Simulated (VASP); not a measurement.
## A VASP 6.6.1 single-point calculation on GaP

INCAR

```
LREAL = .FALSE.
LASPH = .TRUE.
NSW = 0
ISMEAR = -1
SIGMA = 0.02
PREC = Accurate
IBRION = -1
LCHARG = .FALSE.
EDIFF = 1E-7
ENCUT = 520
GGA = PE
NBANDS = 16
ISIF = 2
LWAVE = .FALSE.
IVDW = 10
NELM = 120
```

KPOINTS

```
KPOINTS created by Atomic Simulation Environment
0
Gamma
8 8 8
0 0 0
```

POSCAR

```
Ga P
 1.0000000000000000
     0.0000000000000000    2.7662802841000000    2.6908860909999999
     2.7662802841000000    0.0000000000000000    2.6908860909999999
     2.7662802841000000    2.7662802841000000    0.0000000000000000
 Ga  P
   1   1
Cartesian
  0.0000000000000000  0.0000000000000000  0.0000000000000000
  1.3831401420500000  1.3831401420500000  1.3454430454999999
```

The recommended PBE PAW datasets give the neutral cell 18 valence electrons.

Command

```
mpirun -np 1 vasp_std
```

OSZICAR

```
N       E                     dE             d eps       ncg     rms          rms(c)
DAV:   1     0.771075343650E+02    0.77108E+02   -0.91724E+03  2016   0.162E+03
DAV:   2    -0.344952787921E+01   -0.80557E+02   -0.76550E+02  2176   0.299E+02
DAV:   3    -0.929008281036E+01   -0.58406E+01   -0.58200E+01  2416   0.635E+01
DAV:   4    -0.938225936209E+01   -0.92177E-01   -0.92156E-01  2360   0.861E+00
DAV:   5    -0.938400406190E+01   -0.17447E-02   -0.17446E-02  2448   0.101E+00    0.417E+00
DAV:   6    -0.914417913524E+01    0.23982E+00   -0.37806E-01  2920   0.103E+01    0.275E+00
DAV:   7    -0.911834924482E+01    0.25830E-01   -0.91846E-02  2552   0.201E+00    0.110E+00
DAV:   8    -0.911864947708E+01   -0.30023E-03   -0.13020E-02  2272   0.137E+00    0.184E-01
DAV:   9    -0.911905046537E+01   -0.40099E-03   -0.13009E-03  2392   0.499E-01    0.808E-02
DAV:  10    -0.911912457947E+01   -0.74114E-04   -0.11173E-04  2952   0.112E-01    0.402E-02
DAV:  11    -0.911919668440E+01   -0.72105E-04   -0.98741E-05  2312   0.813E-02    0.495E-03
DAV:  12    -0.911919635483E+01    0.32957E-06   -0.26934E-06  2296   0.210E-02    0.290E-03
DAV:  13    -0.911919665406E+01   -0.29923E-06   -0.80923E-07  2496   0.741E-03    0.190E-03
DAV:  14    -0.911919668591E+01   -0.31850E-07   -0.25825E-08  1840   0.127E-03
   1 F= -.97003605E+01 E0= -.97003605E+01  d E =-.100656E-11
```

From OUTCAR

```
k-points           NKPTS =     59   k-points in BZ     NKDIM =     59   number of bands    NBANDS=     16

   NELECT =      18.0000    total number of electrons

   dimension x,y,z NGX =    30 NGY =   30 NGZ =   30
   dimension x,y,z NGXF=    60 NGYF=   60 NGZF=   60

  energy-cutoff  :      520.00
  volume of cell :       41.18
      direct lattice vectors                 reciprocal lattice vectors
     0.000000000  2.766280284  2.690886091    -0.180748134  0.180748134  0.185812399
     2.766280284  0.000000000  2.690886091     0.180748134 -0.180748134  0.185812399
     2.766280284  2.766280284  0.000000000     0.180748134  0.180748134 -0.185812399

 k-points in reciprocal lattice and weights: KPOINTS created by Atomic Simulation Env
   0.00000000  0.00000000  0.00000000       0.002
   0.12500000  0.00000000  0.00000000       0.016
   0.25000000  0.00000000  0.00000000       0.016
   0.37500000  0.00000000  0.00000000       0.016
   0.50000000  0.00000000  0.00000000       0.008
   0.12500000  0.12500000  0.00000000       0.004
   0.25000000  0.12500000  0.00000000       0.016
   0.37500000  0.12500000  0.00000000       0.016
   ...

 E-fermi :   5.0015

 k-point     1 :       0.0000    0.0000    0.0000
  band No.  band energies     occupation
      1     -10.0481      2.00000
      2     -10.0481      2.00000
      3     -10.0398      2.00000
      4      -9.9536      2.00000
      5      -9.9487      2.00000
      6      -7.8835      2.00000
      7       4.4299      2.00000
      8       4.4299      2.00000
      9       4.5760      2.00000
     10       6.1571      0.00000
     11       8.3364      0.00000
     12       8.3974      0.00000
     13       8.3974      0.00000
     14      13.2082      0.00000
     15      13.9981      0.00000
     16      14.4747      0.00000

 k-point     2 :       0.1250    0.0000    0.0000
  band No.  band energies     occupation
      1     -10.0585      2.00000
      2     -10.0436      2.00000
      3     -10.0377      2.00000
      4      -9.9539      2.00000
      5      -9.9485      2.00000
      6      -7.6857      2.00000
      7       2.8510      2.00000
      8       4.1953      2.00000
      9       4.3175      2.00000
     10       6.8300      0.00000
     11       8.6777      0.00000
     12       8.7317      0.00000
     13       8.9403      0.00000
     14      13.4455      0.00000
     15      13.7699      0.00000
     16      14.1298      0.00000

 k-point     3 :       0.2500    0.0000    0.0000
  band No.  band energies     occupation
      1     -10.0859      2.00000
      2     -10.0340      2.00000
      3     -10.0289      2.00000
      4      -9.9533      2.00000
      5      -9.9465      2.00000
      6      -7.1254      2.00000
      7       0.6421      2.00000
      8       3.7504      2.00000
      9       3.9165      2.00000
     10       6.5671      0.00000
     11       9.1813      0.00000
     12       9.2497      0.00000
     13      10.7483      0.00000
     14      13.3858      0.00000
     15      13.4845      0.00000
     16      14.4036      0.00000

 ...

  Total      -0.93398    -0.93398    -0.44911     0.00000     0.00000     0.00000
  in kB     -36.33547   -36.33547   -17.47221     0.00000     0.00000     0.00000
  external pressure =      -30.05 kB  Pullay stress =        0.00 kB

 POSITION                                       TOTAL-FORCE (eV/Angst)
 -----------------------------------------------------------------------------------
      0.00000      0.00000      0.00000         0.000000     -0.000000     -0.000000
      1.38314      1.38314      1.34544        -0.000000      0.000000      0.000000
 -----------------------------------------------------------------------------------
    total drift:                                0.000002      0.000002      0.000002

  FREE ENERGIE OF THE ION-ELECTRON SYSTEM (eV)
  ---------------------------------------------------
  free  energy   TOTEN  =        -9.7003605295 eV

  energy  without entropy=       -9.7003605295  energy(sigma->0) =       -9.70036053
```

It converged. Results: gap between bands v and c on the k mesh 1.41 eV; least direct gap on the k mesh 1.58 eV; pressure -3.0 GPa. Band v is the last that the valence electrons fill when counted band by band, and c is the next.

For comparison, a separate PBE run of the intended cell, on usual settings and not on those above, gives a gap of 1.41 eV on its mesh and a pressure of 1.0 GPa.

The run above took about 40 s on one core of a shared host (Intel Xeon Platinum 8488C) and held 0.19 GiB at most.
